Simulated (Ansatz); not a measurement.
**ZnS: 33S NMR of the central transition**

Cell: a computed structure from the Materials Project (it need not be an observed phase), whose atoms a relaxation with PBE at fixed cell left in place.

```xyz
16
Lattice="3.8051 0.0000 0.0000 -1.9025 3.2953 0.0000 0.0000 0.0000 24.9159" Properties=species:S:1:pos:R:3 pbc="T T T"
Zn    0.0000    2.1969    3.1174
Zn    0.0000    0.0000    0.0040
Zn    1.9025    1.0984   15.5736
Zn    1.9025    1.0984   21.8049
Zn    0.0000    0.0000   18.6875
Zn    0.0000    2.1969   12.4599
Zn    0.0000    0.0000    9.3457
Zn    1.9025    1.0984    6.2322
S     1.9025    1.0984    8.5642
S     1.9025    1.0984   17.9041
S     0.0000    2.1969    5.4500
S     0.0000    0.0000   21.0209
S     1.9025    1.0984   24.1389
S     0.0000    0.0000    2.3353
S     0.0000    2.1969   14.7922
S     0.0000    0.0000   11.6778
```

Atoms are numbered from 1 in the order listed; like atoms form one site, named after its first atom.

Computed with Ansatz: DFT, PBE, plane waves and PAW, scalar-relativistic, 420 eV cutoff, Γ-centred 8×8×2 k-points, Fermi–Dirac smearing 0.02 eV.

33S has I = 3/2 and Q = -69.40 mb (Pyykkö 2018); at 11.7 T its Larmor frequency is ν₀ = 38.3 MHz. Only the quadrupole interaction is simulated: positions count from each site's isotropic chemical shift, and J coupling is left out, as are shift anisotropy and dipolar coupling, which fast spinning averages.

**Question.** What does the 33S spectrum (fast magic-angle spinning) show for each site?

**Answer.** 

```csv
site,first shell,C_Q (MHz),η,P_Q (MHz),δ_QIS (ppm),breadth (kHz)
S9,4 Zn at 2.33 Å,-0.137,0.00,0.137,-0.322,0.0264
S10,4 Zn at 2.33 Å,-0.211,0.00,0.211,-0.761,0.0624
S11,4 Zn at 2.33 Å,-0.156,0.00,0.156,-0.414,0.0340
S12,4 Zn at 2.33 Å,-0.489,0.00,0.489,-4.08,0.334
S13,4 Zn at 2.33 Å,-0.399,0.00,0.399,-2.71,0.223
S15,4 Zn at 2.33 Å,-0.142,0.00,0.142,-0.345,0.0283
S16,4 Zn at 2.33 Å,-0.148,0.00,0.148,-0.371,0.0305
```

δ_QIS = −(ν_Q²/30ν₀²)[I(I+1) − 3/4](1 + η²/3) × 10⁶ ppm with ν_Q = 3|C_Q|/[2I(2I−1)]; it falls as 1/B₀² in ppm, and the breadth as 1/B₀ in kHz.

An axis of threefold or higher order runs through S9, S10, S11, S12, S13 and S15 and others, so V_zz lies along it and η is zero.
